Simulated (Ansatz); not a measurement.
**6 guesses for TaN and where they end**

Method: DFT PBE, scalar-relativistic, plane waves, PAW in Ansatz. All cells share a 420 eV cutoff and Γ-centred k meshes spaced at most about 0.3 Å⁻¹ (about 0.25 or finer for metals, 2π included). No spin polarisation in the final relaxations.

Each guess was relaxed in cell and atoms at zero pressure, within the symmetry of its start. All energies are static (0 K, no zero-point motion). Coordination counts N atoms around Ta (those within 1.25 times the shortest such distance or 1.15 times the sum of covalent radii, 1.27 where that leaves under three).

| guess | made from | start group | V start (Å³/atom) | end group | V end (Å³/atom) | coordination at the end | gap on mesh (eV) | E over the lowest end (meV/atom) |
| --- | --- | --- | --- | --- | --- | --- | --- | --- |
| 1 | a cell as deposited in COD | P6_3mc | 9.9 | P6_3mc (wurtzite) | 13.1 | Ta 4 | 0 | 378 |
| 2 | a cell as deposited in COD | P-6m2 | 10.8 | P-6m2 (tungsten carbide) | 10.9 | Ta 6 | 0 | 0 |
| 3 | random cell | Immm | 16.7 | Fm-3m (rock salt) | 10.8 | Ta 6 | 0 | 306 |
| 4 | random cell | P-3m1 | 12.9 | ? | ? | ? | ? | ? |
| 5 | a cell as deposited in COD | P6_3/mmc | 9.9 | P6_3/mmc | 10.9 | Ta 6 | 0 | 216 |
| 6 | random cell | C2/m | 16.5 | P4/mmm | 13.6 | Ta 4 | 0 | 484 |

Guess 4 as it starts:

```cif
data_structure
_symmetry_space_group_name_H-M 'P-3m1'
_symmetry_Int_Tables_number 164
_cell_length_a 3.8960
_cell_length_b 3.8960
_cell_length_c 3.9207
_cell_angle_alpha 90.000
_cell_angle_beta 90.000
_cell_angle_gamma 120.000
_cell_volume 51.54
loop_
_atom_site_label
_atom_site_type_symbol
_atom_site_symmetry_multiplicity
_atom_site_Wyckoff_symbol
_atom_site_fract_x
_atom_site_fract_y
_atom_site_fract_z
_atom_site_occupancy
Ta1 Ta 2 d 0.33333 0.66667 0.03402 1
N1 N 2 c 0.00000 0.00000 0.65791 1
```

Question: Predict the end of this guess and its energy over the lowest end.

Answer: It ends in space group P-3m1 (No. 164), with a = 3.084 Å, c = 6.170 Å, 12.7 Å³/atom and no gap. It lies 0.77 eV/atom over the lowest end, above guess 6 and so the highest of the set. Counting N atoms around Ta, this end has Ta 3 and the lowest (guess 2) has Ta 6. This end holds N–N pairs (shortest 1.43 Å); in the lowest (guess 2) the shortest N–N distance is 2.90 Å.

```cif
data_structure
_symmetry_space_group_name_H-M 'P-3m1'
_symmetry_Int_Tables_number 164
_cell_length_a 3.0838
_cell_length_b 3.0838
_cell_length_c 6.1703
_cell_angle_alpha 90.000
_cell_angle_beta 90.000
_cell_angle_gamma 120.000
_cell_volume 50.82
loop_
_atom_site_label
_atom_site_type_symbol
_atom_site_symmetry_multiplicity
_atom_site_Wyckoff_symbol
_atom_site_fract_x
_atom_site_fract_y
_atom_site_fract_z
_atom_site_occupancy
Ta1 Ta 2 d 0.33333 0.66667 0.19078 1
N1 N 2 c 0.00000 0.00000 0.61578 1
```

The zero of energy is the elements' standard structures at the same level (N₂ as a molecule); no fitted shifts are applied.

Question: Is the lowest end bound against the elements?

Answer: Yes: its formation energy is −1.13 eV/atom. Whether it is stable depends on the other phases of the system, which aren't compared here.

These runs have no spin–orbit coupling, which can matter for Ta. Cells relaxed within their symmetry can be saddle points. Some types were kept out of the candidates beforehand, so the set may lack a known form.

Energy follows the coordination of Ta throughout the set: the six-coordinate ends lie lowest, the four-coordinate ones above them, and the three-coordinate one highest. Strong, polar Ta 5d–N 2p bonding favours many Ta–N contacts. Volume alone doesn't give the order, since guess 4 is denser than guesses 1 and 6 yet lies above both.

Coordination number can't explain the 306 meV/atom between tungsten carbide and rock salt. Here the likely cause is the d² count of formal Ta(III): a trigonal prism can hold these two electrons in a low-lying, bonding d level, whereas in rock salt they enter t2g-derived bands that are less favourable for Ta–N bonding.

In guess 4 the N–N distance of 1.43 Å is that of a single bond. Such pairing leaves nitrogen less reduced and uses orbitals that would otherwise bind Ta, without the strength of the triple bond in N₂. Even so, this end remains bound against the elements, so a negative formation energy says little about which structure would form.
